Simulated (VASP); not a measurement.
Set up this calculation in VASP 6.6.1, as the native input.

```yaml
Task: relaxation of cell and atoms
Functional: HSE06
Potentials_or_basis: VASP PAW PBE potentials, release 64 (Mo_sv, S)
Cutoff: 600 eV
k_mesh: 6 × 6 × 1
Occupations: gaussian, width 0.02 eV
Spin: no spin polarisation
Ladder: gaps
Grid_for_exact_exchange_PRECFOCK: Fast
Screening_parameter: 0.2 1/A
Further_INCAR_settings: ALGO = Normal; EDIFF = 1e-06; IBRION = 2; EDIFFG = -0.005; NSW = 40; ISIF = 3
```

The system is MoS2, a slab with vacuum.

```
Mo S
1.0
     3.18413    0.00000    0.00000
    -1.59206    2.75753    0.00000
     0.00000    0.00000   17.33460
Mo S
1 2
Direct
  0.00000 0.00000 0.00000
  0.33333 0.66667 0.91051
  0.33333 0.66667 0.08949
```

One way to write it, as run:

POSCAR

```
MoS2
1.0
    3.1841260822      0.0000000000      0.0000000000
   -1.5920630411      2.7575340760      0.0000000000
    0.0000000000      0.0000000000     17.3345999500
Mo S
1 2
Direct
    0.0000000000      0.0000000000      0.0000000000
    0.3333333333      0.6666666667      0.9105070200
    0.3333333333      0.6666666667      0.0894929800
```

INCAR.step1

```
  PREC = Accurate
  ENCUT = 600
  EDIFF = 1E-5
  ISMEAR = 0
  SIGMA = 0.02
  LREAL = False
  LASPH = True
  NELM = 80
  ALGO = Normal
  LWAVE = True
  LCHARG = False
  GGA = PE
  KPAR = 4
```

INCAR.step2

```
  PREC = Accurate
  ENCUT = 600
  EDIFF = 1E-6
  ISMEAR = 0
  SIGMA = 0.02
  LREAL = False
  LASPH = True
  NELM = 80
  ALGO = Normal
  ISIF = 3
  LWAVE = False
  LCHARG = False
  GGA = PE
  LHFCALC = True
  HFSCREEN = 0.2
  PRECFOCK = Fast
  IBRION = 2
  NSW = 40
  EDIFFG = -0.005
  ISTART = 1
  KPAR = 4
```

KPOINTS

```
regular mesh
0
Gamma
  6 6 1
```

Potentials or basis: VASP PAW PBE potentials, release 64 (Mo_sv, S).

The run is started by

```sh
$ cat potpaw_PBE.64/Mo_sv/POTCAR potpaw_PBE.64/S/POTCAR > POTCAR
$ cp INCAR.step1 INCAR
$ mpirun -np 4 vasp_std > vasp.out
$ cp INCAR.step2 INCAR
$ mpirun -np 4 vasp_std > vasp.out
```

It gave:

- Relaxed volume: 48.34 Å³/atom
- Relaxed cell: a = 3.149 Å, b = 3.149 Å, c = 16.888 Å, α = 90.00°, β = 90.00°, γ = 120.00°
- Space group after relaxing (to 0.05 Å): P-6m2 (No. 187)
- Energy gained by relaxing: 6.0 meV/atom
- Ionic steps: 28
- Band gap on the k mesh: 2.25 eV, direct

Caveat: the PAW data sets were made with another functional, which shifts forces and pressure a little.

Wall time 57 min on 4 MPI ranks on Intel(R) Xeon(R) Platinum 8488C (Sapphire Rapids), on a shared host, peak memory 0.43 GiB a rank.
